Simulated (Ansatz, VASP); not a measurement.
## Two plane-wave programs on SnSe2

```
CELL_PARAMETERS angstrom
3.87578 0.00000 0.00000
-1.93789 3.35652 0.00000
0.00000 0.00000 6.98334
ATOMIC_POSITIONS crystal
Sn 0.00000 0.00000 0.00000
Se 0.33333 0.66667 0.22803
Se 0.66667 0.33333 0.77197
```

Alike in both runs: functional PBE; k mesh 6 × 6 × 4; no spin polarisation.

Ansatz relaxed the structure, and its values are those at the end. VASP's run is a single point on that final structure, the one shown.

|  | VASP | Ansatz |
| --- | --- | --- |
| version | VASP 6.6.1 | Ansatz 0.2.0 |
| potentials or method | VASP PAW PBE potentials, release 64 (Sn_d, Se) | plane waves, PAW |
| plane-wave cutoff (eV) | 520 | 420 |
| occupations | gaussian, width 0.01 eV | fixed |
| valence electrons in the cell | 26 | 46 |

```csv
,VASP,Ansatz,Ansatz less VASP
gap on the k mesh at the Fermi level (eV),0.70,0.71,+0.002
pressure (GPa),0.0,0.0,-0.05
rms of the force components (eV/Å),0.005,0.000,-0.0051
```

The two sets of potentials don't hold the same shells in valence. Ansatz warned: «symmetry_narrowed_by_cell_relaxation».

Caveats: spin-orbit coupling is left out, which moves the levels of the heavy elements; this functional lacks dispersion, which binds the layers, so the pressure and a relaxed spacing across them are unreliable. A k mesh can miss the band edges.
